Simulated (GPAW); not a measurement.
The system is PtS2.

```xyz
3
Lattice="3.5432 0.0000 0.0000 -1.7716 3.0685 0.0000 0.0000 0.0000 5.0388" Properties=species:S:1:pos:R:3 pbc="T T T"
Pt    0.0000    0.0000    0.0000
S     1.7716    1.0228    3.8950
S     0.0000    2.0457    1.1438
```

```yaml
Program: GPAW 26.7.0
Task: relaxation of cell and atoms
Functional: PBEsol
Dispersion: D4
Potentials_or_basis: PAW data sets generated in the run's folder for this functional
Cutoff: 600 eV
Basis: pw
k_mesh: 6 × 6 × 4
Occupations: fermi-dirac, width 0.05 eV
Spin: no spin polarisation
```

At the start: pressure 4.3 GPa; volume 18.26 Å³/atom.

Q: How do energy, volume and symmetry change on relaxing?

A: Over 14 steps the energy falls by 42.1 meV/atom and the volume is 16.51 Å³/atom (-9.6 %); space group P-3m1 (No. 164, to 0.05 Å).

The path:
```
step  energy change (eV)  largest force (eV/Å)  pressure (GPa)  volume (Å³)
   1              0.0000                0.9807            4.30        54.78
   2             -0.0310                0.6806            1.96        55.17
   3             -0.0554                0.1842           -1.63        55.68
   4             -0.0584                0.1161           -1.94        55.60
   5             -0.0696                0.0861           -2.24        54.78
   6             -0.0757                0.1259           -1.48        53.92
   7             -0.0793                0.0651           -0.26        53.16
   8             -0.0818                0.0093            0.54        52.77
   9             -0.0866                0.1233            1.59        52.15
  10             -0.0961                0.2635            2.85        51.06
  11             -0.1097                0.3594            3.64        49.58
  12             -0.1192                0.2633            2.56        48.90
  13             -0.1254                0.1159            0.51        49.55
  14             -0.1262                0.0080            0.00        49.54
```

Final structure:
```xyz
3
Lattice="3.5675 0.0000 -0.0001 -1.7838 3.0896 0.0001 -0.0001 0.0000 4.4946" Properties=species:S:1:pos:R:3 pbc="T T T"
Pt    0.0000    0.0000    0.0000
S     1.7836    1.0299    3.3040
S     0.0000    2.0597    1.1905
```

Caveat: later steps reuse the first step's grids; pairwise dispersion overbinds metals, which lowers pressure and volume.
